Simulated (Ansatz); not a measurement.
# AlRu: the cost of one run

Computed with Ansatz 0.2.0 (DFT r2SCAN, scalar-relativistic, plane waves, PAW, unless a step's input says otherwise).

1 further run of the same task is left out (set aside as unsound or not needed). Runs told in other sessions of the task aren't counted.

## (1) The starting structure

It takes space group Pm-3m (No. 221, cubic). Conventional cell: a = 3.090 Å, b = 3.090 Å, c = 3.090 Å, α = 90.00°, β = 90.00°, γ = 90.00°. Around Mg (site symmetry m-3m) lie 8 Rh at 2.68 Å. Rh (site symmetry m-3m) is surrounded by 8 Mg at 2.68 Å.

As a file:

```cif
data_structure
_symmetry_space_group_name_H-M 'Pm-3m'
_symmetry_Int_Tables_number 221
_cell_length_a 3.0904
_cell_length_b 3.0904
_cell_length_c 3.0904
_cell_angle_alpha 90.000
_cell_angle_beta 90.000
_cell_angle_gamma 90.000
_cell_volume 29.51
loop_
_atom_site_label
_atom_site_type_symbol
_atom_site_symmetry_multiplicity
_atom_site_Wyckoff_symbol
_atom_site_fract_x
_atom_site_fract_y
_atom_site_fract_z
_atom_site_occupancy
Mg1 Mg 1 a 0.00000 0.00000 0.00000 1
Rh1 Rh 1 b 0.50000 0.50000 0.50000 1
```

It is the result of an earlier relaxation at this level (volume 14.76 Å³/atom; gap on the mesh: none (metal)).

## (2) Mg → Al, Rh → Ru: the starting cell

AlRu starts from the relaxed positions of MgRh, with all lengths scaled by 0.961, a guess from tabulated radii.

## (3) Quick check of gap, pressure and forces (AlRu)

input.yaml

```yaml
crystal:
  lattice:
    - [2.9709909553, 0.0, 0.0]
    - [0.0, 2.9709909553, 0.0]
    - [0.0, 0.0, 2.9709909553]
  atoms:
    - { symbol: Al, position: [0.0, 0.0, 0.0] }
    - { symbol: Ru, position: [0.5, 0.5, 0.5] }
basis:
  ecutwfc: 500
kpoints:
  mp_grid: { grid: [6, 6, 6] }
hamiltonian:
  xc: r2scan
scf:
  occupations: { method: gaussian, width: 0.1 }
output:
  forces: true
  stress: true
  eigenvalues: true
```

Launch:

```
$ ansatz run input.yaml --threads 1 --pin off --max-ram 2560MiB --backend cpu --events-out ev --progress --plain --runs-dir out
```

**Question.** How long does this run take on 1 thread of Intel Xeon at 2.70GHz, shared host, and how much memory does it need?

About 1.4 s, with a peak of 0.35 GiB.
